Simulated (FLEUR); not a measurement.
A run of FLEUR MaX-R8.1 (later development tree) is set up as follows.

inp.xml

```xml
<?xml version="1.0" encoding="UTF-8" standalone="no"?>
<fleurInput fleurInputVersion="0.39">
   <comment>
      SnO2                                                                                                
   </comment>
   <calculationSetup>
      <cutoffs Kmax="4.77" Gmax="14.8" GmaxXC="14.8" numbands="0"/>
      <scfLoop itmax="80" minDistance="0.0001" maxIterBroyd="30" imix="Anderson" alpha="0.05" precondParam="0.0" spinf="2.0" sdNocoIR="T"/>
      <coreElectrons ctail="F" frcor="F" kcrel="0" coretail_lmax="0"/>
      <xcFunctional name="LibXC" relativisticCorrections="F">
         <LibXCName exchange="mgga_x_r2scan" correlation="mgga_c_r2scan"/>
         <AuxGGA exchange="117" correlation="130"/>
      </xcFunctional>
      <magnetism jspins="1"/>
      <soc l_soc="F" theta="0.0" phi="0.0" spav="F"/>
      <expertModes spex="0" secvar="F"/>
      <geometryOptimization l_f="F" forcealpha="1.0" forcemix="BFGS" epsdisp="0.00001" epsforce="0.00001"/>
      <ldaU l_linMix="F" mixParam="0.05" spinf="1.0"/>
   </calculationSetup>
   <cell>
      <bzIntegration valenceElectrons="68.0" mode="hist" fermiSmearingEnergy="0.00183747">
         <kPointListSelection listName="default-1"/>
         <!-- k-points included here -->
         <xi:include xmlns:xi="http://www.w3.org/2001/XInclude" href="kpts.xml"> </xi:include>
      </bzIntegration>
      <!-- symmetry operations included here -->
      <xi:include xmlns:xi="http://www.w3.org/2001/XInclude" href="sym.xml"> </xi:include>
      <bulkLattice scale="1.0">
         <bravaisMatrix>
            <row-1>    8.9535223783547995     0.0000000000000000     0.0000000000000000</row-1>
            <row-2>    0.0000000000000000     8.9535223783547995     0.0000000000000000</row-2>
            <row-3>    0.0000000000000000     0.0000000000000000     6.0216122960379002</row-3>
         </bravaisMatrix>
      </bulkLattice>
   </cell>
   <atomSpecies>
      <species name="Tin (Sn)" element="Sn" atomicNumber="50">
         <mtSphere radius="2.09" gridPoints="691" logIncrement="0.018"/>
         <atomicCutoffs lmax="8" lnonsphr="8"/>
         <electronConfig flipSpins="F">
            <coreConfig>(1s1/2) (2s1/2) (2p1/2) (2p3/2) (3s1/2) (3p1/2) (3p3/2) (3d3/2) (3d5/2)</coreConfig>
            <valenceConfig>(4s1/2) (4p1/2) (4p3/2) (5s1/2) (4d3/2) (4d5/2) (5p1/2) (5p3/2)</valenceConfig>
            <stateOccupation state="(5p1/2)" spinUp="0.333333" spinDown="0.333333"/>
            <stateOccupation state="(5p3/2)" spinUp="0.666667" spinDown="0.666667"/>
         </electronConfig>
         <energyParameters s="5" p="5" d="4" f="4"/>
         <lo type="SCLO" l="0" n="4" eDeriv="0"/>
         <lo type="SCLO" l="1" n="4" eDeriv="0"/>
         <lo type="SCLO" l="1" n="4" eDeriv="1"/>
         <lo type="SCLO" l="2" n="4" eDeriv="2"/>
         <lo type="SCLO" l="3" n="4" eDeriv="2"/>
      </species>
      <species name="Oxygen (O)" element="O" atomicNumber="8">
         <mtSphere radius="1.51" gridPoints="499" logIncrement="0.021"/>
         <atomicCutoffs lmax="8" lnonsphr="8"/>
         <electronConfig flipSpins="F">
            <coreConfig>(1s1/2)</coreConfig>
            <valenceConfig>(2s1/2) (2p1/2) (2p3/2)</valenceConfig>
            <stateOccupation state="(2p1/2)" spinUp="0.666667" spinDown="0.666667"/>
            <stateOccupation state="(2p3/2)" spinUp="1.333333" spinDown="1.333333"/>
         </electronConfig>
         <energyParameters s="2" p="2" d="3" f="4"/>
         <lo type="SCLO" l="0" n="2" eDeriv="2"/>
         <lo type="SCLO" l="1" n="2" eDeriv="2"/>
         <lo type="SCLO" l="2" n="3" eDeriv="2"/>
      </species>
   </atomSpecies>
   <atomGroups>
      <atomGroup species="Tin (Sn)">
         <relPos label="                   1">1.000/2.000 1.000/2.000 1.000/2.000</relPos>
         <relPos label="                   2">.0000000000 .0000000000 .0000000000</relPos>
         <force calculate="T" relaxXYZ="TTT"/>
      </atomGroup>
      <atomGroup species="Oxygen (O)">
         <relPos label="                   3">-.1929000000 .1929000000 1.000/2.000</relPos>
         <relPos label="                   4">-.3071000000 -.3071000000 .0000000000</relPos>
         <relPos label="                   5">.1929000000 -.1929000000 1.000/2.000</relPos>
         <relPos label="                   6">.3071000000 .3071000000 .0000000000</relPos>
         <force calculate="T" relaxXYZ="TTT"/>
      </atomGroup>
   </atomGroups>
   <output dos="F" band="F" slice="F">
      <checks vchk="F" cdinf="F"/>
      <bandDOS minEnergy="-.5*Htr" maxEnergy="0.5*Htr" sigma="0.015" storeEVData="T"/>
      <vacuumDOS vacdos="F" integ="F" star="F" nstars="0" locx1="0.0" locy1="0.0" locx2="0.0" locy2="0.0" nstm="0" tworkf="0.0"/>
      <unfoldingBand unfoldBand="F" supercellX="1" supercellY="1" supercellZ="1"/>
      <plotting iplot="0" polar="F">
         <plot TwoD="T" vec1="  1.0  0.0  0.0" vec2="  0.0  1.0  0.0" vec3="  0.0  0.0  1.0" zero="  0.0  0.0  0.0" file="plot"/>
      </plotting>
      <chargeDensitySlicing numkpt="0" minEigenval="0.0" maxEigenval="0.0" nnne="0" pallst="F"/>
      <specialOutput eonly="F"/>
      <moessbauerParams electricFieldGradient="T" isomerShift="T" coreHyperfine="T" valenceHyperfine="T"/>
      <magneticCircularDichroism mcd="F" energyLo="-10.0" energyUp="0.0"/>
   </output>
  <!-- We include the file relax.xml here to enable relaxations (see documentation) -->
  <xi:include xmlns:xi="http://www.w3.org/2001/XInclude" href="relax.xml"> <xi:fallback/> </xi:include>
</fleurInput>
```

crystal.txt

```
SnO2
&input cartesian=F /
4.7380000000  0.0000000000  0.0000000000
0.0000000000  4.7380000000  0.0000000000
0.0000000000  0.0000000000  3.1865000000
1.8897261246
1.0 1.0 1.0

6
50 0.5000000000  0.5000000000  0.5000000000
50 0.0000000000  0.0000000000  0.0000000000
8 0.8071000000  0.1929000000  0.5000000000
8 0.6929000000  0.6929000000  0.0000000000
8 0.1929000000  0.8071000000  0.5000000000
8 0.3071000000  0.3071000000  0.0000000000

&kpt div1=6 div2=6 div3=8 gamma=T /
```

Contents of inp.xml (bands):

```
<?xml version="1.0" encoding="UTF-8" standalone="no"?>
<fleurInput fleurInputVersion="0.39">
   <comment>
      SnO2                                                                                                
   </comment>
   <calculationSetup>
      <cutoffs Kmax="4.77" Gmax="14.8" GmaxXC="14.8" numbands="0"/>
      <scfLoop itmax="80" minDistance="0.0001" maxIterBroyd="30" imix="Anderson" alpha="0.05" precondParam="0.0" spinf="2.0" sdNocoIR="T"/>
      <coreElectrons ctail="F" frcor="F" kcrel="0" coretail_lmax="0"/>
      <xcFunctional name="LibXC" relativisticCorrections="F">
         <LibXCName exchange="mgga_x_r2scan" correlation="mgga_c_r2scan"/>
         <AuxGGA exchange="117" correlation="130"/>
      </xcFunctional>
      <magnetism jspins="1"/>
      <soc l_soc="F" theta="0.0" phi="0.0" spav="F"/>
      <expertModes spex="0" secvar="F"/>
      <geometryOptimization l_f="F" forcealpha="1.0" forcemix="BFGS" epsdisp="0.00001" epsforce="0.00001"/>
      <ldaU l_linMix="F" mixParam="0.05" spinf="1.0"/>
   </calculationSetup>
   <cell>
      <bzIntegration valenceElectrons="68.0" mode="hist" fermiSmearingEnergy="0.00183747">
         <kPointListSelection listName="path-1"/>
         <!-- k-points included here -->
         <xi:include xmlns:xi="http://www.w3.org/2001/XInclude" href="kpts.xml"> </xi:include>
      </bzIntegration>
      <!-- symmetry operations included here -->
      <xi:include xmlns:xi="http://www.w3.org/2001/XInclude" href="sym.xml"> </xi:include>
      <bulkLattice scale="1.0">
         <bravaisMatrix>
            <row-1>    8.9535223783547995     0.0000000000000000     0.0000000000000000</row-1>
            <row-2>    0.0000000000000000     8.9535223783547995     0.0000000000000000</row-2>
            <row-3>    0.0000000000000000     0.0000000000000000     6.0216122960379002</row-3>
         </bravaisMatrix>
      </bulkLattice>
   </cell>
   <atomSpecies>
      <species name="Tin (Sn)" element="Sn" atomicNumber="50">
         <mtSphere radius="2.09" gridPoints="691" logIncrement="0.018"/>
         <atomicCutoffs lmax="8" lnonsphr="8"/>
         <electronConfig flipSpins="F">
            <coreConfig>(1s1/2) (2s1/2) (2p1/2) (2p3/2) (3s1/2) (3p1/2) (3p3/2) (3d3/2) (3d5/2)</coreConfig>
            <valenceConfig>(4s1/2) (4p1/2) (4p3/2) (5s1/2) (4d3/2) (4d5/2) (5p1/2) (5p3/2)</valenceConfig>
            <stateOccupation state="(5p1/2)" spinUp="0.333333" spinDown="0.333333"/>
            <stateOccupation state="(5p3/2)" spinUp="0.666667" spinDown="0.666667"/>
         </electronConfig>
         <energyParameters s="5" p="5" d="4" f="4"/>
         <lo type="SCLO" l="0" n="4" eDeriv="0"/>
         <lo type="SCLO" l="1" n="4" eDeriv="0"/>
         <lo type="SCLO" l="1" n="4" eDeriv="1"/>
         <lo type="SCLO" l="2" n="4" eDeriv="2"/>
         <lo type="SCLO" l="3" n="4" eDeriv="2"/>
      </species>
      <species name="Oxygen (O)" element="O" atomicNumber="8">
         <mtSphere radius="1.51" gridPoints="499" logIncrement="0.021"/>
         <atomicCutoffs lmax="8" lnonsphr="8"/>
         <electronConfig flipSpins="F">
            <coreConfig>(1s1/2)</coreConfig>
            <valenceConfig>(2s1/2) (2p1/2) (2p3/2)</valenceConfig>
            <stateOccupation state="(2p1/2)" spinUp="0.666667" spinDown="0.666667"/>
            <stateOccupation state="(2p3/2)" spinUp="1.333333" spinDown="1.333333"/>
         </electronConfig>
         <energyParameters s="2" p="2" d="3" f="4"/>
         <lo type="SCLO" l="0" n="2" eDeriv="2"/>
         <lo type="SCLO" l="1" n="2" eDeriv="2"/>
         <lo type="SCLO" l="2" n="3" eDeriv="2"/>
      </species>
   </atomSpecies>
   <atomGroups>
      <atomGroup species="Tin (Sn)">
         <relPos label="                   1">1.000/2.000 1.000/2.000 1.000/2.000</relPos>
         <relPos label="                   2">.0000000000 .0000000000 .0000000000</relPos>
         <force calculate="T" relaxXYZ="TTT"/>
      </atomGroup>
      <atomGroup species="Oxygen (O)">
         <relPos label="                   3">-.1929000000 .1929000000 1.000/2.000</relPos>
         <relPos label="                   4">-.3071000000 -.3071000000 .0000000000</relPos>
         <relPos label="                   5">.1929000000 -.1929000000 1.000/2.000</relPos>
         <relPos label="                   6">.3071000000 .3071000000 .0000000000</relPos>
         <force calculate="T" relaxXYZ="TTT"/>
      </atomGroup>
   </atomGroups>
   <output dos="F" band="T" slice="F">
      <checks vchk="F" cdinf="F"/>
      <bandDOS minEnergy="-.5*Htr" maxEnergy="0.5*Htr" sigma="0.015" storeEVData="T"/>
      <vacuumDOS vacdos="F" integ="F" star="F" nstars="0" locx1="0.0" locy1="0.0" locx2="0.0" locy2="0.0" nstm="0" tworkf="0.0"/>
      <unfoldingBand unfoldBand="F" supercellX="1" supercellY="1" supercellZ="1"/>
      <plotting iplot="0" polar="F">
         <plot TwoD="T" vec1="  1.0  0.0  0.0" vec2="  0.0  1.0  0.0" vec3="  0.0  0.0  1.0" zero="  0.0  0.0  0.0" file="plot"/>
      </plotting>
      <chargeDensitySlicing numkpt="0" minEigenval="0.0" maxEigenval="0.0" nnne="0" pallst="F"/>
      <specialOutput eonly="F"/>
      <moessbauerParams electricFieldGradient="T" isomerShift="T" coreHyperfine="T" valenceHyperfine="T"/>
      <magneticCircularDichroism mcd="F" energyLo="-10.0" energyUp="0.0"/>
   </output>
  <!-- We include the file relax.xml here to enable relaxations (see documentation) -->
  <xi:include xmlns:xi="http://www.w3.org/2001/XInclude" href="relax.xml"> <xi:fallback/> </xi:include>
</fleurInput>
```

Potentials or basis: all-electron, FLAPW.

Launch:

```sh
$ inpgen -f crystal.txt -profile fastHighL
$ # inp.xml edited to the form shown
$ mpirun -n 4 fleur_MPI -pe_per_kpt 1
$ mpirun -n 4 fleur_MPI -pe_per_kpt 1   # second run, on inp.xml (bands)
```

(1) Estimate the band gap on the k mesh.

(2) Estimate the band gap along the path.

## Answers

(1) 1.99 eV, direct.

(2) 1.99 eV, direct.

Caveat: the meta-GGA is that of a development version, with a GGA for the radial functions and cores and without core tails; spin-orbit coupling is left out, which moves the levels of the heavy elements.
